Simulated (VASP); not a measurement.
Here is the system:

```yaml
crystal:
  lattice:
    - [2.49686, -4.32468, 0.00000]
    - [2.49686, 4.32468, 0.00000]
    - [0.00000, 0.00000, 5.69616]
  atoms:
    - { symbol: Ge, position: [0.00000, 0.45183, 0.33333] }
    - { symbol: Ge, position: [0.54817, 0.54817, 0.00000] }
    - { symbol: Ge, position: [0.45183, 0.00000, 0.66667] }
    - { symbol: O, position: [0.30388, 0.39474, 0.24515] }
    - { symbol: O, position: [0.60526, 0.90914, 0.91182] }
    - { symbol: O, position: [0.69612, 0.09086, 0.42151] }
    - { symbol: O, position: [0.90914, 0.60526, 0.08818] }
    - { symbol: O, position: [0.39474, 0.30388, 0.75485] }
    - { symbol: O, position: [0.09086, 0.69612, 0.57849] }
```

Level of theory: PBEsol GGA, VASP's PBE PAW potentials (set 64) (plane waves; VASP). Run with 520 eV cut-off, 6×6×5 Γ-centred mesh, tetrahedra with Blöchl corrections, potentials Ge_d O.

The cores are frozen, which limits the accuracy of field gradients.

**Question.** Give the principal components of the electric field gradient (V/Å²) and the asymmetry η at each nucleus.

**Answer.** 
```tsv
atom	Vxx	Vyy	Vzz	η
Ge1	11.8	3.4	-15.2	0.55
Ge2	11.8	3.4	-15.2	0.55
Ge3	11.8	3.4	-15.2	0.55
O4	-100.3	-22.2	122.5	0.64
O5	-100.3	-22.2	122.5	0.64
O6	-100.3	-22.2	122.5	0.64
O7	-100.3	-22.2	122.5	0.64
O8	-100.3	-22.2	122.5	0.64
O9	-100.3	-22.2	122.5	0.64
```

The compound is GeO2 in the quartz structure, a metastable form; rutile is stable. It was relaxed first.
